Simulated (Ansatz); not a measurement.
Wanted: the native input for an Ansatz 0.2.0 run.

```yaml
Task: single point
Functional: PBEsol
Potentials_or_basis: Ansatz PAW
Cutoff: "420 eV (not typed: the program's choice for these potentials)"
k_mesh: 10 × 10 × 6
Occupations: fermi-dirac, width 0.05 eV
Spin: no spin polarisation
```

Ti:

```
CELL_PARAMETERS angstrom
2.95000 0.00000 0.00000
-1.47500 2.55477 0.00000
0.00000 0.00000 4.68000
ATOMIC_POSITIONS crystal
Ti 0.66667 0.33333 0.75000
Ti 0.33333 0.66667 0.25000
```

The input as run:

input.yaml

```yaml
crystal:
  lattice:
    - [2.95, 0.0, 0.0]
    - [-1.475, 2.5547749412, 0.0]
    - [0.0, 0.0, 4.68]
  atoms:
    - { symbol: Ti, position: [0.6666666667, 0.3333333333, 0.75] }
    - { symbol: Ti, position: [0.3333333333, 0.6666666667, 0.25] }
hamiltonian:
  xc: pbesol
  pseudopotentials: { kind: paw }
kpoints:
  mp_grid: { grid: [10, 10, 6] }
scf:
  occupations: { method: fermi_dirac, width: 0.05 }
output:
  forces: true
  stress: true
  eigenvalues: true
```

Potentials or basis: Ansatz PAW.

The run is started by

```console
$ ansatz run input.yaml --threads 2 --pin off --max-ram 5632MiB --backend cpu --events-out ev --progress --plain --runs-dir out
```

It gave:

```
Pressure               : -5.7 GPa
Band gap on the k mesh : none (metal or under the smearing width)
```

Caveat: the PAW data sets come from PBE, with cores solved anew for the run's functional, which leaves a small shift of forces and pressure.

Run time: 0.97 s on 2 threads of AMD EPYC 7R13 Processor (Zen 3), on a shared host, peak memory 0.37 GiB.
